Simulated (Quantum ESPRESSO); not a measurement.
SiC:

```
Si C
1.0
     3.07569    0.00000    0.00000
    -1.53785    2.66363    0.00000
     0.00000    0.00000   10.07065
Si C
4 4
Cartesian
  0.0000 0.0000 1.8922
  0.0000 0.0000 6.9275
  0.0000 1.7758 4.4094
  1.5378 0.8879 9.4447
  0.0000 0.0000 0.0046
  0.0000 0.0000 5.0400
  0.0000 1.7758 2.5157
  1.5378 0.8879 7.5510
```

The cell is a database's computed one.

Base run:

- Program: Quantum ESPRESSO 7.5
- Functional: OLYP
- Potentials or basis: PseudoDojo 0.4.1 SR PBE standard
- Cutoff: 1116 eV
- Density cutoff: 4463 eV
- k mesh: 10 × 10 × 3
- Occupations: fermi-dirac, width 0.05 eV
- Spin: no spin polarisation

Its results: band gap on the k mesh 2.37 eV, indirect (least direct gap 3.49 eV); pressure -1.6 GPa; largest force 0.017 eV/Å.

Task: The run is repeated on the same cell with these changes: functional from OLYP to WC. What comes out?

Result: Band gap on the k mesh 2.13 eV, indirect (least direct gap 3.25 eV); pressure 2.0 GPa; largest force 0.006 eV/Å.

Caveats: the potentials were made for another functional, which shifts forces and pressure; some levels on the path didn't converge.
